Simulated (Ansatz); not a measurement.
Before relaxation, 1 O2 a cell, flat, over a hollow C-C site (C, R-3m (No. 166), (0 0 1) face):

```
C O
1.0
     7.39515    0.00000    0.00000
    -3.69757    6.40439    0.00000
     0.00000    0.00000   18.00161
C O
18 2
Direct
  0.55556 0.44444 0.44440
  0.55556 0.77778 0.44440
  0.55556 0.11111 0.44440
  0.88889 0.44444 0.44440
  0.88889 0.77778 0.44440
  0.88889 0.11111 0.44440
  0.22222 0.44444 0.44440
  0.22222 0.77778 0.44440
  0.22222 0.11111 0.44440
  0.44444 0.22222 0.44449
  0.44444 0.55556 0.44449
  0.44444 0.88889 0.44449
  0.77778 0.22222 0.44449
  0.77778 0.55556 0.44449
  0.77778 0.88889 0.44449
  0.11111 0.22222 0.44449
  0.11111 0.55556 0.44449
  0.11111 0.88889 0.44449
  0.84219 0.82514 0.56615
  0.00000 0.00000 0.56615
```

These are results of Ansatz 0.2.0, DFT PBE+D3(BJ), scalar-relativistic, plane waves, PAW, not measurements. Plane waves to 420 eV, a k mesh through Γ of 3×3×1 on the computed 20-atom cell and Gaussian smearing (0.05 eV); collinear spin. A dipole correction removes the field between periodic images along c.

Atoms 1 (counted from 1) are held. The cell is fixed. Force threshold 0.04 eV/Å.

```tsv
step	E − E_final (eV)	largest force (eV/Å)
1	0.861	1.645
2	0.397	0.836
3	0.165	0.372
4	0.068	0.203
5	0.022	0.096
6	0.004	0.097
7	0.012	1.073
8	0.002	0.041
9	0.001	0.010
10	0.001	0.006
11	0.000	0.058
12	0.000	0.038
13	0.000	0.017
```

Q: What is the final structure?

A:
```xyz
20
Lattice="7.3951 0.0000 0.0000 -3.6976 6.4044 0.0000 0.0000 0.0000 18.0016" Properties=species:S:1:pos:R:3 pbc="T T T"
C     2.4650    2.8464    8.0000
C     1.2325    4.9814    7.9986
C     3.6974    0.7116    7.9988
C     4.9301    2.8466    7.9986
C     3.6976    4.9811    7.9961
C     6.1626    0.7115    7.9949
C    -0.0001    2.8462    7.9983
C    -1.2326    4.9811    7.9981
C     1.2325    0.7115    7.9961
C     2.4645    1.4232    7.9988
C     1.2322    3.5580    7.9997
C    -0.0004    5.6928    7.9988
C     4.9298    1.4232    7.9980
C     3.6973    3.5581    7.9986
C     2.4645    5.6930    7.9961
C    -0.0006    1.4232    7.9959
C    -1.2329    3.5580    7.9985
C    -2.4654    5.6928    7.9949
O    -0.2635   -0.5571   11.1218
O     0.2755    0.5429   11.1377
```

The end is the local minimum or symmetric point that this start leads to.

Cost: 1 run of about 29 core-minutes, on Arm Neoverse V1 (shared hosts).